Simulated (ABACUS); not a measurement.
# Al (Im-3m) in ABACUS: reference runs

How does Al come out in PBE? The cell is run as given and disturbed, then over a range of volumes.

All numbers are computed with ABACUS 3.10.1; they aren't measurements. Logs are shortened: lines on timing, memory, paths and dates and some standing lists are left out, and cuts for length are marked.

## (1) The crystal as given

Symmetry: Im-3m, No. 229, cubic system. Conventional cell: a = 3.182 Å, b = 3.182 Å, c = 3.182 Å, α = 90.00°, β = 90.00°, γ = 90.00°. Al (site symmetry m-3m) is surrounded by 8 Al at 2.76 Å.

This isn't the form of Al at room conditions, which is fcc.

## (2) Equation of state, PBE, 15.15 Å³/atom (volume scaled by 0.94)

Input file INPUT:

```
INPUT_PARAMETERS
suffix              Al
calculation         scf
basis_type          pw
pseudo_dir          ./
symmetry            1
dft_functional      pbe
ecutwfc             41
pseudo_rcut         10
nspin               1
nbands              6
ks_solver           dav
smearing_method     fd
smearing_sigma      0.00367493
scf_thr             1e-08
scf_nmax            100
mixing_type         broyden
mixing_beta         0.7
cal_force           1
cal_stress          1
kpar                4
```

Input file STRU:

```
ATOMIC_SPECIES
Al 26.9815 Al.upf

LATTICE_CONSTANT
1.8897261246

LATTICE_VECTORS
-1.5587357247 1.5587357247 1.5587357247
1.5587357247 -1.5587357247 1.5587357247
1.5587357247 1.5587357247 -1.5587357247

ATOMIC_POSITIONS
Direct

Al
0.0
1
0.0000000000 0.0000000000 0.0000000000 1 1 1
```

Input file KPT:

```
K_POINTS
0
Gamma
12 12 12 0 0 0
```

Potentials or basis: PseudoDojo NC SR 0.4.1 PBE standard, plane waves.

The run is started by

```console
$ OMP_NUM_THREADS=1 mpirun -np 4 abacus > log
```

running log:

```text
ABACUS v3.10.1

               Atomic-orbital Based Ab-initio Computation at UStc

 ------------------------------------------------------------------------------------

 READING GENERAL INFORMATION
                           global_out_dir = OUT.Al/
                           global_in_card = INPUT
                               pseudo_dir = ./
                              orbital_dir =
                                    DSIZE = 4
                                    GSIZE = 1

 READING UNITCELL INFORMATION
                                    ntype = 1
                  lattice constant (Bohr) = 1.88973
              lattice constant (Angstrom) = 1

 READING ATOM TYPE 1
                               atom label = Al
                      L=0, number of zeta = 1
                      L=1, number of zeta = 1
                      L=2, number of zeta = 1
             number of atom for this type = 1

                        TOTAL ATOM NUMBER = 1
DIRECT COORDINATES
    atom                   x                   y                   z     mag                  vx                  vy                  vz
taud_Al1            0.0000000000        0.0000000000        0.0000000000  0.0000        0.0000000000        0.0000000000        0.0000000000

                          Volume (Bohr^3) = 102.229
                             Volume (A^3) = 15.1488

 Lattice vectors: (Cartesian coordinate: in unit of a_0)
             -1.55874            +1.55874            +1.55874
             +1.55874            -1.55874            +1.55874
             +1.55874            +1.55874            -1.55874
 Reciprocal vectors: (Cartesian coordinate: in unit of 2 pi/a_0)
                   +0           +0.320773           +0.320773
            +0.320773                  +0           +0.320773
            +0.320773           +0.320773                  +0
 The esolver type has been set to : ksdft_pw

                PAO radial cut off (Bohr) = 10

 Read in pseudopotential file is Al.upf
                     pseudopotential type = NC
          exchange-correlation functional = PBE
                 nonlocal core correction = 1
                        valence electrons = 3
                                     lmax = 2
                           number of zeta = 2
                     number of projectors = 6
                           L of projector = 0
                           L of projector = 0
                           L of projector = 1
                           L of projector = 1
                           L of projector = 2
                           L of projector = 2
     initial pseudo atomic orbital number = 4

 SETUP THE ELECTRONS NUMBER
            electron number of element Al = 3
      total electron number of element Al = 3
            AUTOSET number of electrons:  = 3
                           occupied bands = 2
                                   NBANDS = 6
                                   NLOCAL = 9

 SETUP THE PLANE WAVE BASIS
 energy cutoff for charge/potential (unit:Ry) = 164
            fft grid for charge/potential = [ 24, 24, 24 ]
                        fft grid division = [ 1, 1, 1 ]
        big fft grid for charge/potential = [ 24, 24, 24 ]
                                     nbxx = 13824
                                     nrxx = 13824

 SETUP PLANE WAVES FOR CHARGE/POTENTIAL
                    number of plane waves = 3589
                         number of sticks = 321

 PARALLEL PW FOR CHARGE/POTENTIAL
     PROC   COLUMNS(POT)             PW
        1            321           3589
 --------------- sum -------------------
        1            321           3589
                            number of |g| = 68
                                  max |g| = 14.8169
                                  min |g| = 0

----------- Double Check Mixing Parameters Begin ------------
mixing_type: broyden
mixing_beta: 0.7
mixing_gg0: 1
mixing_gg0_min: 0.1
mixing_ndim: 8
----------- Double Check Mixing Parameters End ------------

 LATTICE VECTORS: (CARTESIAN COORDINATE: IN UNIT OF A0)
             -1.55874            +1.55874            +1.55874
             +1.55874            -1.55874            +1.55874
             +1.55874            +1.55874            -1.55874
                       right hand lattice = 1
                                   NORM_A = 2.69981
                                   NORM_B = 2.69981
                                   NORM_C = 2.69981
                           ALPHA (DEGREE) = 109.471
                           BETA  (DEGREE) = 109.471
                           GAMMA (DEGREE) = 109.471

 The lattice vectors have been changed (STRU_SIMPLE.cif)

(for optimal symmetric configuration:)
                             BRAVAIS TYPE = 2
                     BRAVAIS LATTICE NAME = 02. Cubic I (body-centered)
                                    ibrav = 2
                                    IBRAV = 2
                                  BRAVAIS = BODY CENTERED CUBIC
                       LATTICE CONSTANT A = 3.11747
Original cell was already a primitive cell.
                        ROTATION MATRICES = 48
              PURE POINT GROUP OPERATIONS = 48
                   SPACE GROUP OPERATIONS = 48
                              POINT GROUP = O_h
               POINT GROUP IN SPACE GROUP = O_h

 SETUP K-POINTS
                                    nspin = 1
                   Input type of k points = Monkhorst-Pack(Gamma)
                                   nkstot = 1728
                       right hand lattice = 1
(for reciprocal lattice: )
                             BRAVAIS TYPE = 3
                     BRAVAIS LATTICE NAME = 03. Cubic F (face-centered)
                                    ibrav = 3
                       right hand lattice = 1
(for k-lattice: )
                             BRAVAIS TYPE = 3
                     BRAVAIS LATTICE NAME = 03. Cubic F (face-centered)
                                    ibrav = 3
                       right hand lattice = 1
                        ROTATION MATRICES = 48
                               nkstot_ibz = 72
K-POINTS REDUCTION ACCORDING TO SYMMETRY
     IBZ    DIRECT_X    DIRECT_Y    DIRECT_Z  WEIGHT  ibz2bz
       1  0.00000000  0.00000000  0.00000000  0.0006       0
       2 -0.08333333  0.08333333  0.00000000  0.0069       1
       3 -0.16666667  0.16666667  0.00000000  0.0069       2
       4 -0.25000000  0.25000000  0.00000000  0.0069       3
       5 -0.33333333  0.33333333  0.00000000  0.0069       4
       6 -0.41666667  0.41666667  0.00000000  0.0069       5
[... 22 lines left out ...]
      29 -0.16666667  0.16666667  0.08333333  0.0139     178
      30  0.41666667  0.25000000  0.25000000  0.0139     183
[... 42 further k points ...]

                               nkstot now = 72
[... K-POINTS DIRECT COORDINATES: 72 rows ...]

           k-point number in this process = 18
       minimum distributed K point number = 18
[... stars of the k points ...]

[... K-POINTS CARTESIAN COORDINATES: 18 rows ...]

[... K-POINTS DIRECT COORDINATES: 18 rows ...]

 SETUP PLANE WAVES FOR WAVE FUNCTIONS
     energy cutoff for wavefunc (unit:Ry) = 41
              fft grid for wave functions = [ 24, 24, 24 ]
                    number of plane waves = 791
                         number of sticks = 117

 PARALLEL PW FOR WAVE FUNCTIONS
     PROC   COLUMNS(POT)             PW
        1            117            791
 --------------- sum -------------------
        1            117            791

 SETUP NONLOCAL PSEUDOPOTENTIALS IN PLANE WAVE BASIS
 Al non-local projectors:
 projector 1 L=0
 projector 2 L=0
 projector 3 L=1
 projector 4 L=1
 projector 5 L=2
 projector 6 L=2
      TOTAL NUMBER OF NONLOCAL PROJECTORS = 18

 Init Non-Local PseudoPotential table :
 Init Non-Local-Pseudopotential done.

                                     npwx = 462

 Make real space PAO into reciprocal space.
       max mesh points in Pseudopotential = 1001
     dq(describe PAO in reciprocal space) = 0.01
                                    max q = 773

 number of pseudo atomic orbitals for Al is 2
WARNING: norm of atomic wavefunction # 1 of atomic type Al is 0.99999, renormalized
WARNING: norm of atomic wavefunction # 2 of atomic type Al is 0.998797, renormalized

 -------------------------------------------
 SELF-CONSISTENT
 -------------------------------------------
                                 init_chg = atomic

 PW ALGORITHM --------------- ION=   1  ELEC=   1--------------------------------
 Notice: Threshold on eigenvalues was too large.
 hsover_error=0.03 > DRHO=0.00561152
 Origin diag ethr = 0.01
 New diag ethr = 0.000187051

 Density error is 0.00560008019415
                          Error Threshold = 0.00018705076348
----------------------------------------------------------
     Energy           Rydberg                 eV
----------------------------------------------------------
 E_KohnSham     -4.6245322151        -62.9199887094
 E_Harris       -4.6029149095        -62.6258701785
 E_Fermi        0.6526794421         8.8801593798
----------------------------------------------------------
[... 39 lines left out ...]
 Density error is 1.69062829711e-11
                          Error Threshold = 1.60082306743e-09
----------------------------------------------------------
     Energy           Rydberg                 eV
----------------------------------------------------------
 E_KohnSham     -4.6243880014        -62.9180265822
 E_KS(sigma->0) -4.6242339192        -62.9159301855
 E_Harris       -4.6243871014        -62.9180143363
 E_band         0.9271411849         12.6144029649
 E_one_elec     3.1410180383         42.7357428418
 E_Hartree      0.0058761917         0.0799496895
 E_xc           -2.2112776208        -30.0859755029
 E_Ewald        -5.5596964461        -75.6435508172
 E_entropy(-TS) -0.0003081645        -0.0041927934
 E_descf        0.0000000000         0.0000000000
 E_exx          0.0000000000         0.0000000000
 E_Fermi        0.6504084499         8.8492609463
----------------------------------------------------------

 charge density convergence is achieved
 final etot is -62.918026582 eV
 EFERMI = 8.8492609463 eV

 STATE ENERGY(eV) AND OCCUPATIONS    NSPIN == 1
 1/18 kpoint (Cartesian) = 0.0000 0.0000 0.0000 (459 pws)
       1       -2.89557     0.00115741
       2        22.6458        0.00000
       3        22.6458        0.00000
       4        22.6458        0.00000
       5        24.8140        0.00000
       6        24.8140        0.00000

 2/18 kpoint (Cartesian) = 0.026731 -0.026731 0.0000 (447 pws)
       1       -2.68423      0.0138889
       2        20.5040        0.00000
       3        21.6092        0.00000
       4        21.8389        0.00000
       5        23.7645        0.00000
       6        24.5766        0.00000
[... 25 lines left out ...]
 6/18 kpoint (Cartesian) = 0.13366 -0.13366 0.0000 (454 pws)
       1        2.28447      0.0138889
       2        7.16690      0.0138889
       3        17.5284    5.71291e-78
       4        17.8451    1.01420e-80
       5        19.6135        0.00000
       6        21.1912        0.00000

[... levels at 12 further k points ...]

------------------------------------------------------------------------------------------
 TOTAL-FORCE (eV/Angstrom)
------------------------------------------------------------------------------------------
                       Al1         0.0000000000         0.0000000000         0.0000000000
------------------------------------------------------------------------------------------

----------------------------------------------------------------
 TOTAL-STRESS (KBAR)
----------------------------------------------------------------
        94.3196253251         0.0000000000         0.0000000000
         0.0000000000        94.3196253251        -0.0000000000
        -0.0000000000        -0.0000000000        94.3196253251
----------------------------------------------------------------
 TOTAL-PRESSURE: 94.319625 KBAR

 --------------------------------------------
 !FINAL_ETOT_IS -62.9180265821808504 eV
 --------------------------------------------
```

It took 2.3 s on 4 MPI ranks of Intel Xeon Platinum 8259CL at 2.50GHz (Skylake/Cascade Lake), shared host; peak memory 0.2 GiB.

Results:

```
Free energy            : -62.9180 eV
Pressure               : 9.4 GPa
Band gap on the k mesh : none (metal or under the smearing width)
```

## (3) Equation of state, PBE, 15.47 Å³/atom (volume scaled by 0.96)

INPUT is that of step 2.

Input file STRU:

```
ATOMIC_SPECIES
Al 26.9815 Al.upf

LATTICE_CONSTANT
1.8897261246

LATTICE_VECTORS
-1.5697130985 1.5697130985 1.5697130985
1.5697130985 -1.5697130985 1.5697130985
1.5697130985 1.5697130985 -1.5697130985

ATOMIC_POSITIONS
Direct

Al
0.0
1
0.0000000000 0.0000000000 0.0000000000 1 1 1
```

KPT is that of step 2.

Potentials or basis: PseudoDojo NC SR 0.4.1 PBE standard, plane waves.

The run is started by

```console
$ OMP_NUM_THREADS=1 mpirun -np 4 abacus > log
```

Wall time 2.3 s (4 MPI ranks of Intel Xeon Platinum 8259CL at 2.50GHz (Skylake/Cascade Lake), shared host); peak memory 0.2 GiB.

Results (log left out):

| Property | Result |
| --- | --- |
| Free energy | -62.9348 eV |
| Pressure | 7.3 GPa |
| Band gap on the k mesh | none (metal or under the smearing width) |

## (4) Equation of state, PBE, 15.79 Å³/atom (volume scaled by 0.98)

INPUT is that of step 3.

Input file STRU:

```
ATOMIC_SPECIES
Al 26.9815 Al.upf

LATTICE_CONSTANT
1.8897261246

LATTICE_VECTORS
-1.5805390481 1.5805390481 1.5805390481
1.5805390481 -1.5805390481 1.5805390481
1.5805390481 1.5805390481 -1.5805390481

ATOMIC_POSITIONS
Direct

Al
0.0
1
0.0000000000 0.0000000000 0.0000000000 1 1 1
```

KPT is that of step 3.

The run is started by

```console
$ OMP_NUM_THREADS=1 mpirun -np 4 abacus > log
```

Run time: 1.5 s. Hardware: 4 MPI ranks of Intel Xeon Platinum 8259CL at 2.50GHz (Skylake/Cascade Lake), shared host; peak memory 0.2 GiB.

Results (log left out):

- Free energy: -62.9475 eV
- Pressure: 5.3 GPa
- Band gap on the k mesh: none (metal or under the smearing width)

## (5) Equation of state, PBE, 16.12 Å³/atom

INPUT is that of step 4.

Input file STRU:

```
ATOMIC_SPECIES
Al 26.9815 Al.upf

LATTICE_CONSTANT
1.8897261246

LATTICE_VECTORS
-1.5912186900 1.5912186900 1.5912186900
1.5912186900 -1.5912186900 1.5912186900
1.5912186900 1.5912186900 -1.5912186900

ATOMIC_POSITIONS
Direct

Al
0.0
1
0.0000000000 0.0000000000 0.0000000000 1 1 1
```

KPT is that of step 4.

The run is started by

```console
$ OMP_NUM_THREADS=1 mpirun -np 4 abacus > log
```

Run time: 1.5 s. Hardware: 4 MPI ranks of Intel Xeon Platinum 8259CL at 2.50GHz (Skylake/Cascade Lake), shared host; peak memory 0.2 GiB.

The run converged. Its results:

```
Free energy            : -62.9564 eV
Pressure               : 3.6 GPa
Band gap on the k mesh : none (metal or under the smearing width)
```

## (6) Equation of state, PBE, 16.44 Å³/atom (volume scaled by 1.02)

INPUT is that of step 5.

Input file STRU:

```
ATOMIC_SPECIES
Al 26.9815 Al.upf

LATTICE_CONSTANT
1.8897261246

LATTICE_VECTORS
-1.6017568692 1.6017568692 1.6017568692
1.6017568692 -1.6017568692 1.6017568692
1.6017568692 1.6017568692 -1.6017568692

ATOMIC_POSITIONS
Direct

Al
0.0
1
0.0000000000 0.0000000000 0.0000000000 1 1 1
```

KPT is that of step 5.

Potentials or basis: PseudoDojo NC SR 0.4.1 PBE standard, plane waves.

The run is started by

```console
$ OMP_NUM_THREADS=1 mpirun -np 4 abacus > log
```

Wall time 2.2 s (4 MPI ranks of Intel Xeon Platinum 8259CL at 2.50GHz (Skylake/Cascade Lake), shared host); peak memory 0.2 GiB.

It converged, with:

```yaml
Free_energy: -62.9620 eV
Pressure: 2.0 GPa
Band_gap_on_the_k_mesh: none (metal or under the smearing width)
```

## (7) Equation of state, PBE, 16.76 Å³/atom (volume scaled by 1.04)

INPUT is that of step 6.

Input file STRU:

```
ATOMIC_SPECIES
Al 26.9815 Al.upf

LATTICE_CONSTANT
1.8897261246

LATTICE_VECTORS
-1.6121581793 1.6121581793 1.6121581793
1.6121581793 -1.6121581793 1.6121581793
1.6121581793 1.6121581793 -1.6121581793

ATOMIC_POSITIONS
Direct

Al
0.0
1
0.0000000000 0.0000000000 0.0000000000 1 1 1
```

KPT is that of step 6.

The run is started by

```console
$ OMP_NUM_THREADS=1 mpirun -np 4 abacus > log
```

It took 1.8 s on 4 MPI ranks of Intel Xeon Platinum 8259CL at 2.50GHz (Skylake/Cascade Lake), shared host; peak memory 0.2 GiB.

It converged, with:

```yaml
Free_energy: -62.9646 eV
Pressure: 0.5 GPa
Band_gap_on_the_k_mesh: none (metal or under the smearing width)
```

## (8) Equation of state, PBE, 17.08 Å³/atom (volume scaled by 1.06)

INPUT is that of step 7.

Input file STRU:

```
ATOMIC_SPECIES
Al 26.9815 Al.upf

LATTICE_CONSTANT
1.8897261246

LATTICE_VECTORS
-1.6224269796 1.6224269796 1.6224269796
1.6224269796 -1.6224269796 1.6224269796
1.6224269796 1.6224269796 -1.6224269796

ATOMIC_POSITIONS
Direct

Al
0.0
1
0.0000000000 0.0000000000 0.0000000000 1 1 1
```

KPT is that of step 7.

The run is started by

```console
$ OMP_NUM_THREADS=1 mpirun -np 4 abacus > log
```

It took 2 s on 4 MPI ranks of Intel Xeon Platinum 8259CL at 2.50GHz (Skylake/Cascade Lake), shared host; peak memory 0.2 GiB.

The run converged. Its results:

| Quantity | Value |
| --- | --- |
| Free energy | -62.9643 eV |
| Pressure | -0.8 GPa |
| Band gap on the k mesh | none (metal or under the smearing width) |

## (9) Equation of state, PBE

Potentials or basis: PseudoDojo NC SR 0.4.1 PBE standard, plane waves.

No new run: the results of the series are fitted here.

Results:

| Item | Value |
| --- | --- |
| Equilibrium volume | 16.89 Å³/atom |
| Bulk modulus | 70 GPa |
| Pressure derivative of the bulk modulus | 3.9 |

Energy against volume, from the lowest point:
```
volume (Å³/atom)  energy (meV/atom)
          15.149              46.53
          15.471              29.75
          15.793              17.08
          16.116               8.12
          16.438               2.52
          16.760               0.00
          17.083               0.27
```

[end of part 1 of 2]
